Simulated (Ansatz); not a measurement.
# NbP under strains and displacements

Theory: DFT PBEsol, scalar-relativistic, plane waves, PAW (Ansatz 0.2.0).

Settings: cutoff 420 eV, Γ-centred mesh 14×14×14 on the computed 4-atom cell, Gaussian smearing of 0.05 eV; no spin polarisation.

Reference cell:

```
CELL_PARAMETERS angstrom
-1.67492 1.67492 5.74011
1.67492 -1.67492 5.74011
1.67492 1.67492 -5.74011
ATOMIC_POSITIONS crystal
Nb 0.74988 0.74988 0.00000
Nb 0.49988 0.99988 0.50000
P 0.33275 0.33275 0.00000
P 0.08275 0.58275 0.50000
```

Each variant moves atoms of this cell by the vectors given, if any (Å), and then applies a symmetric strain (tensor components, Cartesian axes). The reference cell isn't relaxed at this level. Energies are per atom at zero smearing, counted from the lowest variant. Pressure is positive in compression.

1. strain (xx yy zz yz xz xy, %) -0.66 -0.66 -6.66 0.00 0.00 0.00; moves: Nb1 (0.000, 0.000, -0.100); Nb2 (0.000, 0.000, -0.100); P3 (0.000, 0.000, 0.100); P4 (0.000, 0.000, 0.100)
2. strain (xx yy zz yz xz xy, %) -1.97 -1.97 -4.97 0.00 0.00 0.00; moves: Nb1 (0.000, 0.000, -0.150); Nb2 (0.000, 0.000, -0.150); P3 (0.000, 0.000, 0.150); P4 (0.000, 0.000, 0.150)
3. strain (xx yy zz yz xz xy, %) 2.87 2.87 1.37 0.00 0.00 0.00; moves: Nb1 (0.000, 0.000, 0.250); Nb2 (0.000, 0.000, 0.250); P3 (0.000, 0.000, -0.250); P4 (0.000, 0.000, -0.250)

```json
{"result": "A", "ΔE (meV/atom)": "0.0", "P (GPa)": "15.59", "largest force (eV/Å)": "3.58"}
{"result": "B", "ΔE (meV/atom)": "185.6", "P (GPa)": "22.49", "largest force (eV/Å)": "5.26"}
{"result": "C", "ΔE (meV/atom)": "229.4", "P (GPa)": "-10.85", "largest force (eV/Å)": "1.94"}
```

Q: Which variant gave which result?

A: A is 1, B is 2, C is 3. The pressure falls as the cell grows: from the smallest volume to the largest the variants are 2, 1, 3.